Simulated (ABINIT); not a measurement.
Here is an ABINIT 10.8.3 (patched build) calculation.

Contents of run.abi:

```
# Pseudopotentials
pp_dirpath "./"
pseudos "Cd.GGA_PBE-JTH.xml, Se.GGA_PBE-JTH.xml"

# Structure
acell 3*1.0
rprim
     0.0000000000     5.8019716937     5.8019716937
     5.8019716937     0.0000000000     5.8019716937
     5.8019716937     5.8019716937     0.0000000000
ntypat 2
znucl 48 34
natom 2
typat 1 2
xred
     0.0000000000     0.0000000000     0.0000000000
     0.2500000000     0.2500000000     0.2500000000

# Plane-wave basis
ecut 26.0
pawecutdg 48.0

# k points
kptopt 1
ngkpt 8 8 8
nshiftk 1
shiftk 0.0 0.0 0.0

# Exchange and correlation
ixc -263267
usekden 1
pawxcdev 0

# Bands and occupations
nband 13
occopt 3
tsmear 0.05 eV

# SCF cycle
nstep 100
tolvrs 1.0e-7

# Output
iomode 3
prtwf 0
prtden 0
prteig 0
prtebands 0
enunit 2
```

Potentials or basis: JTH PAW PBE v2.0.

Run with:

```sh
$ abinit run.abi > log 2>&1
```

**Question.** Predict the band gap on the k mesh.

**Answer.** 0.83 eV, direct.

**Question.** Estimate the pressure.

**Answer.** -1.1 GPa.

Caveat: the PAW data sets were made with another functional, which shifts forces and pressure a little. SCAN opens gaps a little over a GGA but as a rule still falls short of measured ones.
